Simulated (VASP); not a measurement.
# A VASP study of SrCl2 (PBE): structure first, properties next, part 3 of 5

Wanted: the relaxed cell of SrCl2 and its properties. The start is a cell from a database of measured crystal structures.

VASP 6.6.1; PBE; plane waves and PAW (Sr_sv, Cl).

So far, gap on the k-mesh (eV): step 2 (relaxing cell and atoms (PBE)) 5.22. The relaxed cell has a = 7.046 Å (conventional setting).

### Step 6. Total and projected DOS (PBE)

Here the states are counted by energy and projected on the atoms. The mesh is finer than in the run before.

File INCAR:

```
SYSTEM = SrCl2
PREC = Accurate
ENCUT = 400
EDIFF = 1E-06
NELM = 100
ISMEAR = -5
SIGMA = 0.05
LREAL = .FALSE.
ALGO = Normal
GGA = PE
NBANDS = 25
LORBIT = 11
LWAVE = .FALSE.
LCHARG = .FALSE.
KPAR = 2
NEDOS = 2001
```

File POSCAR:

```
SrCl2
1.0
    0.0000000000      3.5228444696      3.5228444696
    3.5228444696      0.0000000000      3.5228444696
    3.5228444696      3.5228444696      0.0000000000
Sr Cl
1 2
Direct
    0.0000000000      0.0000000000      0.0000000000
    0.2500000000      0.2500000000      0.2500000000
    0.7500000000      0.7500000000      0.7500000000
```

File KPOINTS:

```
Automatic mesh
0
Gamma
8 8 8
0 0 0
```

The projector-augmented-wave data sets are Sr_sv and Cl (PBE family, release 64).

The run is started by

```console
$ mpirun -np 2 vasp_std
```

Output:

```text
[... set-up lines as in an earlier step ...]
 entering main loop
       N       E                     dE             d eps       ncg     rms          rms(c)
DAV:   1     0.111207168806E+03    0.11121E+03   -0.94759E+03  1450   0.698E+02
DAV:   2    -0.584103865081E+01   -0.11705E+03   -0.11309E+03  1847   0.169E+02
DAV:   3    -0.128794621891E+02   -0.70384E+01   -0.69964E+01  2005   0.387E+01
DAV:   4    -0.130767528569E+02   -0.19729E+00   -0.19718E+00  2067   0.571E+00
DAV:   5    -0.130790692797E+02   -0.23164E-02   -0.23163E-02  2015   0.620E-01    0.121E+01
DAV:   6    -0.127713307076E+02    0.30774E+00   -0.45356E-01  1666   0.329E+00    0.773E+00
DAV:   7    -0.127794317680E+02   -0.81011E-02   -0.28971E-01  2029   0.267E+00    0.221E+00
DAV:   8    -0.127869173729E+02   -0.74856E-02   -0.40321E-02  1691   0.937E-01    0.393E-01
DAV:   9    -0.127876258194E+02   -0.70845E-03   -0.16768E-03  1834   0.202E-01    0.147E-01
DAV:  10    -0.127889502261E+02   -0.13244E-02   -0.94545E-04  1536   0.136E-01    0.402E-02
DAV:  11    -0.127890187058E+02   -0.68480E-04   -0.42910E-05  1848   0.303E-02    0.456E-02
DAV:  12    -0.127890361856E+02   -0.17480E-04   -0.14716E-05  1607   0.161E-02    0.424E-03
DAV:  13    -0.127890387528E+02   -0.25672E-05   -0.26864E-06  1682   0.685E-03    0.416E-03
DAV:  14    -0.127890386706E+02    0.82207E-07   -0.26498E-07  1376   0.256E-03
   1 F= -.12789039E+02 E0= -.12789039E+02  d E =0.000000E+00
```

Wall time 11 s (2 MPI ranks of AMD EPYC 9R45, shared host); peak memory 0.32 GiB; 20 s of CPU time.

OUTCAR, selected parts (step 6):

```text
   k-points           NKPTS =     29   k-points in BZ     NKDIM =     29   number of bands    NBANDS=     25

   NELECT =      24.0000    total number of electrons

 E-fermi :  -0.0212

 k-point     2 :       0.1250    0.0000    0.0000
  band No.  band energies     occupation
    ...
      8      -2.0069      2.00000
      9      -1.9608      2.00000
     10      -0.5417      2.00000
     11      -0.4441      2.00000
     12      -0.4441      2.00000
     13       5.5292      0.00000
     14       6.1810      0.00000
     15       6.1810      0.00000
     16       8.1566      0.00000
     17       8.6906      0.00000
    ...

  Total       -0.0064451     -0.0064451     -0.0064451     -0.0000000     -0.0000000      0.0000000
  in kB       -0.1180945     -0.1180945     -0.1180945     -0.0000000     -0.0000000      0.0000000
  external PRESSURE =      -0.1180945 kB  Pullay stress =       0.0000000 kB

 POSITION                                       TOTAL-FORCE (eV/Angst)
 -----------------------------------------------------------------------------------
      0.00000      0.00000      0.00000        -0.000000     -0.000000     -0.000000
      1.76142      1.76142      1.76142        -0.000000     -0.000000     -0.000000
      5.28427      5.28427      5.28427         0.000000      0.000000      0.000000
 -----------------------------------------------------------------------------------
    total drift:                                0.000000     -0.000000      0.000000

  FREE ENERGIE OF THE ION-ELECTRON SYSTEM (eV)
  ---------------------------------------------------
  free  energy   TOTEN  =       -12.7890386706 eV

  energy  without entropy=      -12.7890386706  energy(sigma->0) =      -12.78903867

[... 9 parts as in an earlier step ...]

[... 7 further parts left out ...]
```

This step gave:

| Item | Value |
| --- | --- |
| irreducible k-points | 29 |
| Fermi energy | -0.0212 eV |
| pressure | -0.01181 GPa |

The density of states has structure finer than the step of the table below, so its rows give means over 1 eV, whole bins alone (the curve runs from -12.0 to 9.04 eV). Peaks (eV: height): total -1.9: 10.5, -0.4: 11.1, 7.2: 5.75, 8.2: 5.84; Cl p -1.9: 5.72, -0.4: 7.43; Sr d 6.2: 1.40, 7.2: 2.27, 8.2: 2.62, 8.5: 1.71; Cl s 7.2: 0.251, 8.5: 0.0576; Sr p -1.9: 0.135, -0.4: 0.0572, 7.2: 0.061, 8.7: 0.0507.

States under -12.0 eV and over 9.0 eV are left out. The density of states by energy, zero at the valence-band top; means over each step; values in states/eV/cell:

| energy (eV) | total | Cl p | Sr d | Cl s | Sr p | Sr s |
| --- | --- | --- | --- | --- | --- | --- |
| -4 | 0 | 0 | 0 | 0 | 0 | 0 |
| -3 | 0.0859 | 0.0425 | 5.2e-4 | 7.0e-5 | 1.6e-4 | 0.00151 |
| -2 | 5.07 | 2.75 | 0.0661 | 0.00873 | 0.0511 | 0.0265 |
| -1 | 4.40 | 2.71 | 0.0477 | 0.0105 | 0.0381 | 0.00576 |
| 0 | 2.42 | 1.63 | 0.0240 | 0.00173 | 0.0104 | 3.7e-4 |
| 1 | 0 | 0 | 0 | 0 | 0 | 0 |
| 2 | 0 | 0 | 0 | 0 | 0 | 0 |
| 3 | 0 | 0 | 0 | 0 | 0 | 0 |
| 4 | 0 | 0 | 0 | 0 | 0 | 0 |
| 5 | 0.00931 | 2.2e-4 | 3.4e-4 | 0.00101 | 2.0e-5 | 7.7e-4 |
| 6 | 2.27 | 0.0896 | 0.646 | 0.0294 | 0.00882 | 0.0333 |
| 7 | 4.12 | 0.0787 | 1.64 | 0.118 | 0.0294 | 0.0266 |
| 8 | 4.04 | 0.298 | 1.73 | 0.0493 | 0.0305 | 0.0723 |

The gap on this mesh is 5.22 eV. In the top eV of the valence band the largest shares in the PAW spheres are Cl p 66 %. The rest lies in smaller channels or between the spheres.

### Step 7. Independent-particle dielectric function (PBE)

LOPTICS sums transitions from filled to empty bands. NBANDS is raised for it.

File INCAR:

```
SYSTEM = SrCl2
PREC = Accurate
ENCUT = 400
EDIFF = 1E-06
NELM = 100
ISMEAR = 0
SIGMA = 0.05
LREAL = .FALSE.
ALGO = Normal
GGA = PE
NBANDS = 36
LORBIT = 11
LWAVE = .FALSE.
LCHARG = .FALSE.
KPAR = 2
LOPTICS = .TRUE.
NEDOS = 1500
CSHIFT = 0.1
```

POSCAR is that of step 6.

KPOINTS is that of step 6.

The run is started by

```console
$ mpirun -np 2 vasp_std
```

Output:

```text
[... set-up lines as in an earlier step ...]
 entering main loop
       N       E                     dE             d eps       ncg     rms          rms(c)
DAV:   1     0.106423907198E+03    0.10642E+03   -0.88999E+03  2096   0.486E+02
DAV:   2    -0.692840033317E+01   -0.11335E+03   -0.10849E+03  2612   0.135E+02
DAV:   3    -0.129229840302E+02   -0.59946E+01   -0.59373E+01  2824   0.271E+01
DAV:   4    -0.130781238471E+02   -0.15514E+00   -0.15498E+00  3000   0.379E+00
DAV:   5    -0.130790925322E+02   -0.96869E-03   -0.96866E-03  2700   0.298E-01    0.121E+01
DAV:   6    -0.127719008448E+02    0.30719E+00   -0.32583E-01  2444   0.228E+00    0.773E+00
DAV:   7    -0.127796453726E+02   -0.77445E-02   -0.22230E-01  2772   0.185E+00    0.217E+00
DAV:   8    -0.127869039388E+02   -0.72586E-02   -0.27767E-02  2408   0.615E-01    0.342E-01
DAV:   9    -0.127877426377E+02   -0.83870E-03   -0.11794E-03  2568   0.131E-01    0.135E-01
DAV:  10    -0.127889467147E+02   -0.12041E-02   -0.66076E-04  2232   0.863E-02    0.358E-02
DAV:  11    -0.127890215863E+02   -0.74872E-04   -0.37294E-05  2580   0.222E-02    0.370E-02
DAV:  12    -0.127890364065E+02   -0.14820E-04   -0.85867E-06  2272   0.104E-02    0.634E-03
DAV:  13    -0.127890385509E+02   -0.21444E-05   -0.15506E-06  2440   0.422E-03    0.211E-03
DAV:  14    -0.127890386768E+02   -0.12587E-06   -0.17019E-07  2068   0.150E-03
   1 F= -.12789039E+02 E0= -.12789039E+02  d E =-.783027E-13
 optical routines
 imaginary and real dielectric function
 recalculating local potential from charge density
 direction            1
 direction            2
 direction            3
```

Run time: 16 s. Hardware: 2 MPI ranks; peak memory 0.44 GiB.

From OUTCAR (step 7):

```text
   k-points           NKPTS =     29   k-points in BZ     NKDIM =     29   number of bands    NBANDS=     36

   NELECT =      24.0000    total number of electrons

 E-fermi :   0.1954

 k-point     2 :       0.1250    0.0000    0.0000
  band No.  band energies     occupation
    ...
      8      -2.0070      2.00000
      9      -1.9608      2.00000
     10      -0.5417      2.00000
     11      -0.4441      2.00000
     12      -0.4441      2.00000
     13       5.5292      0.00000
     14       6.1811      0.00000
     15       6.1811      0.00000
     16       8.1566      0.00000
     17       8.6907      0.00000
    ...

  Total       -0.0064357     -0.0064357     -0.0064357      0.0000000      0.0000000     -0.0000000
  in kB       -0.1179229     -0.1179229     -0.1179229      0.0000000      0.0000000     -0.0000000
  external PRESSURE =      -0.1179229 kB  Pullay stress =       0.0000000 kB

  FREE ENERGIE OF THE ION-ELECTRON SYSTEM (eV)
  ---------------------------------------------------
  free  energy   TOTEN  =       -12.7890386768 eV

  energy  without entropy=      -12.7890386768  energy(sigma->0) =      -12.78903868

 plasma frequency squared (from intraband transitions) (eV^2)
  --------------------------------------------------------------------------------------
       0.000       0.000      -0.000
      -0.000       0.000       0.000
       0.000       0.000       0.000

[... 10 parts as in an earlier step ...]

[... 7 further parts left out ...]
```

These are independent-particle spectra without excitons or local fields, and fine structure depends on the mesh and on CSHIFT.

Numbers from this step:

| Quantity | Value |
| --- | --- |
| bands | 36 |
| Fermi energy | 0.1954 eV |
| pressure | -0.01179 GPa |

The imaginary dielectric function, xx has structure finer than the step of the table below, so its rows give means over 1 eV, whole bins alone (the curve runs from 0 to 25.0 eV). Peaks (eV: height): 7.5: 7.72, 9.4: 4.28, 12.3: 2.66, 22.1: 2.32, 23.2: 2.31.

Imaginary dielectric function, xx against photon energy; means over each step:

| photon energy (eV) | imaginary dielectric function, xx |
| --- | --- |
| 1 | 0.00537 |
| 2 | 0.0119 |
| 3 | 0.0214 |
| 4 | 0.0392 |
| 5 | 0.0986 |
| 6 | 0.816 |
| 7 | 3.99 |
| 8 | 5.76 |
| 9 | 3.62 |
| 10 | 2.51 |
| 11 | 1.85 |
| 12 | 2.32 |
| 13 | 2.18 |
| 14 | 1.76 |
| 15 | 1.65 |
| 16 | 1.12 |
| 17 | 0.674 |
| 18 | 0.606 |
| 19 | 0.455 |
| 20 | 0.440 |
| 21 | 1.17 |
| 22 | 1.99 |
| 23 | 1.75 |
| 24 | 0.750 |

Table of real dielectric function, xx by photon energy:

| photon energy (eV) | real dielectric function, xx |
| --- | --- |
| 0 | 3.15 |
| 1 | 3.18 |
| 2 | 3.26 |
| 3 | 3.42 |
| 4 | 3.71 |
| 5 | 4.27 |
| 6 | 5.40 |
| 7 | 7.24 |
| 8 | 1.31 |
| 9 | 1.74 |
| 10 | -0.138 |
| 11 | 1.72 |
| 12 | 0.759 |
| 13 | 0.266 |
| 14 | 0.370 |
| 15 | -0.0575 |
| 16 | -0.224 |
| 17 | 0.242 |
| 18 | 0.339 |
| 19 | 0.631 |
| 20 | 0.965 |
| 21 | 1.90 |
| 22 | 0.972 |
| 23 | 0.379 |
| 24 | -0.629 |

The mean of ε2 over directions passes 5 % of its top at 5.80 eV, against a least direct gap of 5.51 eV on this mesh, so absorption sets in close to the direct gap. The indirect gap (5.22 eV in the band run) doesn't show, since phonons are left out.

(Continued in part 4 of 5.)

[Lines on the potential files, build, host, timing and source positions are cut from VASP's logs without a mark.]

[Logs are printed without paths, hosts, clocks, repeated set-up lines and the standing remarks that a program may print on its own settings, such as how far it seeks lower states.]

[Hosts, paths, dates, database ids (printed as entryN), source tags and the programs' standing remarks are cut or masked in the printed files.]

[A measured line is paired with the nearest computed mode of its activity, which favours agreement.]
